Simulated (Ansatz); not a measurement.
**LiH under changes of volume**

One of the cells (8.449 Å³/atom); the others are scaled copies at fixed shape and fractional positions:

```
CELL_PARAMETERS angstrom
0.00000 2.03675 2.03675
2.03675 0.00000 2.03675
2.03675 2.03675 0.00000
ATOMIC_POSITIONS crystal
Li 0.00000 0.00000 0.00000
H 0.50000 0.50000 0.50000
```

| Item | Value |
| --- | --- |
| Program | Ansatz 0.2.0 |
| Functional | LDA |
| Potentials or basis | Ansatz PAW |
| Cutoff | 420 eV (not typed: the program's choice for these potentials) |
| k mesh | 11 × 11 × 11 |
| Occupations | fermi-dirac, width 0.05 eV |
| Spin | no spin polarisation |

```tsv
volume (Å³/atom)	energy over the lowest point (meV/atom)	pressure (GPa)	gap on the mesh (eV)
7.942	0.00	-2.3	2.80
8.111	2.74	-2.9	2.82
8.280	?	?	?
8.449	10.18	-4.1	2.85
8.618	14.75	-4.6	2.86
8.787	19.84	-5.0	2.87
8.956	25.37	-5.5	2.88
```

**Question.** What does the run at 8.280 Å³/atom give?

**Answer.** Energy over the lowest point 6.15 meV/atom; pressure -3.5 GPa; gap on the mesh 2.83 eV.

Worked out: A Birch-Murnaghan fit of order 3 (a polynomial in V^(-2/3)) to the other rows has no minimum within the range. It gives 6.15 meV/atom at 8.280 Å³/atom, against the run's 6.15, and -dE/dV = -3.5 GPa, against -3.5. A straight line through the other rows of the gap, of slope 0.658 eV per unit of ln V (its deformation potential), gives 2.83 eV, against the run's 2.83.

Energies are extrapolated to zero smearing.

Caveats: odd divisions of the mesh miss points on the zone boundary, where band edges often lie, so the gap on the mesh can be too wide.

A mesh can miss the band edges.
